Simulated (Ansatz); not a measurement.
**From three elastic constants to directional properties of ZnSe₂**

Computed with Ansatz, DFT LDA, scalar-relativistic, plane waves, PAW. Settings: 420 eV plane-wave cutoff, Γ-centred 6×6×6 mesh, fixed occupations. No spin polarisation.

Equilibrium structure at this level:
Space group Pa-3 (No. 205). a = 6.173 Å, b = 6.173 Å, c = 6.173 Å, α = 90.00°, β = 90.00°, γ = 90.00°
```
atom site symmetry x y z
  Zn    4a      .-3.  0.5000  0.5000  0.0000
  Se    8c       .3.  0.1106  0.8894  0.3894
```

With ions relaxed, on the cubic axes: C11 = 106.2, C12 = 60.0, C44 = 42.1 GPa. The density is 6.307 g/cm³.

Question: Is the crystal stable against strain, and how anisotropic is it?

Answer: Born's conditions hold: C11 + 2C12 = 226.2, C11 − C12 = 46.1 and C44 = 42.1 GPa are all positive. B = (C11 + 2C12)/3 = 75.4 GPa. The two shear moduli are C44 and C′ = (C11 − C12)/2 = 23.1 GPa, so Zener's ratio is A = C44/C′ = 1.83: the tetragonal shear C′ is the soft one, as in many fcc and bcc metals and zincblende crystals. The Cauchy pressure C12 − C44 is 17.9 GPa; it would vanish for pair forces between atoms on inversion centres at zero pressure, and a positive value is usual with metallic or many-body binding, and where atoms off inversion centres relax under shear, which lowers C44.

Question: Give the sound speeds along the three symmetry directions.

Answer: The Christoffel equation gives ρv² for each branch:
```tsv
direction	branch	ρv²	GPa	v (m/s)
[100]	L	C11	106.2	4103
[100]	T (×2)	C44	42.1	2584
[110]	L	(C11 + C12 + 2C44)/2	125.2	4455
[110]	T, u ∥ [001]	C44	42.1	2584
[110]	T, u ∥ [1-10]	(C11 − C12)/2	23.1	1912
[111]	L	(C11 + 2C12 + 4C44)/3	131.5	4567
[111]	T (×2)	(C11 − C12 + C44)/3	29.4	2159
```

Question: How does Young's modulus depend on direction?

Answer: Inverting gives S11 = 15.928, S12 = -5.754, S44 = 23.753 TPa⁻¹. Along a unit vector (l, m, n), 1/E = S11 − 2(S11 − S12 − S44/2)(l²m² + m²n² + n²l²), where the last bracket is 0, 1/4 and 1/3 for [100], [110] and [111]: E = 63, 91 and 106 GPa. With A > 1 the body diagonal is stiffest. For a film on (001), the biaxial modulus is C11 + C12 − 2C12²/C11 = 98 GPa and the normal strain is −2C12/C11 = -1.13 times the in-plane one.

Cost: 2 runs of about 2.5 core-hours in all, on Intel Xeon Processor @ 2.50GHz (Skylake/Cascade Lake), AMD EPYC (Zen 3) (shared hosts).

The soft response of ZnSe₂ is tetragonal shear, which also gives the slowest sound wave, 1912 m/s along [110], and makes the cube axes the most compliant directions in tension. The likely origin is the pyrite framework of Se₂ dumbbells and corner-sharing ZnSe₆ octahedra. Zn²⁺ has a filled d shell, so its antibonding e_g states are occupied and the Zn–Se bonds gain little from d covalency. Such a lattice can probably take up this shear by tilting octahedra and turning dumbbells, with little stretching of the strong Se–Se bonds.

The positive Cauchy pressure is no sign of metallicity: Zn²⁺ and Se₂²⁻ are closed-shell ions, and Se sits off the inversion centres, so internal relaxation can contribute. The cell is smaller than the measured one, as expected from LDA overbinding, and the absolute stiffnesses are therefore probably somewhat too high. Meeting Born's conditions excludes only a homogeneous elastic instability, not soft phonons at finite wavevector or decomposition into ZnSe and Se.
